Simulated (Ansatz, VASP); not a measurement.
Given: the input of a run of Ansatz 0.2.0 on GaP.

File input.yaml:

```yaml
crystal:
  lattice:
    - [0.0, 2.7786998443, 2.7786998443]
    - [2.7786998443, 0.0, 2.7786998443]
    - [2.7786998443, 2.7786998443, 0.0]
  atoms:
    - { symbol: Ga, position: [0.0, 0.0, 0.0] }
    - { symbol: P, position: [0.75, 0.75, 0.75] }
kpoints:
  mp_grid: { grid: [8, 8, 8] }
scf:
  occupations: { method: fermi_dirac, width: 0.05 }
hamiltonian:
  xc: lda
  pseudopotentials: { kind: all_electron, lapw: { basis_error: 0.001 } }
output:
  forces: true
  stress: true
  eigenvalues: true
```

Potentials or basis: all-electron LAPW, scalar-relativistic.

Run with:

```console
$ ansatz run input.yaml --threads 1 --pin off --max-ram 3072MiB --backend cpu --events-out ev --progress --plain --runs-dir out
```

**Question.** Set up the same calculation for VASP 6.6.1. Potentials there: VASP PAW LDA potentials, release 64 (Ga_d, P).

**Answer.** As run (the cutoff follows the program's own potentials):

File INCAR:

```
SYSTEM = GaP
  PREC = Accurate
  ENCUT = 520
  EDIFF = 1E-6
  ISMEAR = -1
  SIGMA = 0.05
  LREAL = .FALSE.
  LASPH = .TRUE.
  NELM = 100
  ALGO = Normal
  ISIF = 2
  LWAVE = .FALSE.
  LCHARG = .FALSE.
  NBANDS = 16
```

Contents of KPOINTS:

```
regular mesh
0
G
  8 8 8
  0 0 0
```

File POSCAR:

```
GaP
1.0
    0.0000000000      2.7786998443      2.7786998443
    2.7786998443      0.0000000000      2.7786998443
    2.7786998443      2.7786998443      0.0000000000
Ga P
1 1
Direct
    0.0000000000      0.0000000000      0.0000000000
    0.7500000000      0.7500000000      0.7500000000
```

Potentials or basis: VASP PAW LDA potentials, release 64 (Ga_d, P).

Command:

```console
$ cat potpaw_LDA.64/Ga_d/POTCAR potpaw_LDA.64/P/POTCAR > POTCAR
$ mpirun -np 1 vasp_std > vasp.out
```

Both were run:

|  | VASP | Ansatz | Ansatz less VASP |
| --- | --- | --- | --- |
| gap on the k mesh at the Fermi level (eV) | 1.16 | 1.13 | -0.031 |
| least direct gap on the mesh (eV) | 1.16 | 1.13 | -0.031 |
| pressure (GPa) | -6.6 | -6.7 | -0.03 |

Ansatz ran all-electron here, so the differences hold the error of VASP's frozen core and of both bases.

A k mesh can miss the band edges.
